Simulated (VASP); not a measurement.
Write an ASE script for VASP 6.6.1 that does the following.

```yaml
Task: single point
Functional: LDA
Potentials_or_basis: VASP PAW LDA potentials, release 64 (Si, C_s)
Cutoff: 400 eV
k_mesh: 10 × 10 × 5
Occupations: gaussian, width 0.05 eV
Spin: no spin polarisation
Further_INCAR_settings: ALGO = Fast; EDIFF = 1.00e-07; NBANDS = 16
```

The structure of SiC (Moissanite) lies in SiC.cif:

```cif
data_SiC
_cell_length_a 3.11647833
_cell_length_b 3.11647833
_cell_length_c 5.11442867
_cell_angle_alpha 90.00000000
_cell_angle_beta 90.00000000
_cell_angle_gamma 120.00000000
_space_group_name_H-M_alt 'P6_3mc'
_space_group_name_Hall 'P 6c -2c'
_space_group_IT_number 186
loop_
_space_group_symop_operation_xyz
'x,y,z'
'x-y,x,z+1/2'
'-y,x-y,z'
'-x,-y,z+1/2'
'-x+y,-x,z'
'y,-x+y,z+1/2'
'y,x,z+1/2'
'x,x-y,z'
'x-y,-y,z+1/2'
'-y,-x,z'
'-x,-x+y,z+1/2'
'-x+y,y,z'
loop_
_atom_site_label
_atom_site_type_symbol
_atom_site_symmetry_multiplicity
_atom_site_Wyckoff_symbol
_atom_site_fract_x
_atom_site_fract_y
_atom_site_fract_z
_atom_site_occupancy
Si1 Si 2 b 0.6666666667 0.3333333333 0.5000000000 1
C1 C 2 b 0.6666666667 0.3333333333 0.8850000000 1
```

The cell isn't the ideal one: volume scaled by 1.04.

One way to write it, as run:

run.py

```python
from ase.calculators.vasp import Vasp
from ase.dft.bandgap import bandgap
from ase.io import read

atoms = read('SiC.cif', primitive_cell=True, subtrans_included=False)
calc = Vasp(
    directory='calc',
    xc='lda',
    pp='LDA',
    setups={'base': 'minimal', 'C': '_s'},
    prec='Accurate',
    encut=400,
    ediff=1e-07,
    ismear=0,
    sigma=0.05,
    lreal=False,
    lasph=True,
    nelm=80,
    algo='Fast',
    isif=2,
    lwave=False,
    lcharg=True,
    lelf=True,
    lvhar=True,
    kpts=[10, 10, 5],
    gamma=True,
    nbands=16,
)
atoms.calc = calc

print('energy (eV):', atoms.get_potential_energy())
print('free energy (eV):', atoms.get_potential_energy(force_consistent=True))
print('forces (eV/A):')
print(atoms.get_forces())
print('stress (eV/A^3, Voigt):', atoms.get_stress())
print('Fermi level (eV):', calc.get_fermi_level())
gap, top, bottom = bandgap(calc)
print('band gap (eV):', gap, 'from (spin, k, band)', top, 'to', bottom)
```

Potentials or basis: VASP PAW LDA potentials, release 64 (Si, C_s).

The run is started by

```sh
$ python run.py
```

It gave:

The pressure is -11.5 GPa. The largest force is 0.677 eV/Å and the band gap on the k mesh is 2.42 eV, indirect (least direct gap 3.90 eV).

Caveat: an odd mesh through Γ misses points on the zone boundary, where band edges often lie.

Wall time 16 s on 1 thread of Intel(R) Xeon(R) Platinum 8488C (Sapphire Rapids), with other jobs on the host, peak memory 0.13 GiB.
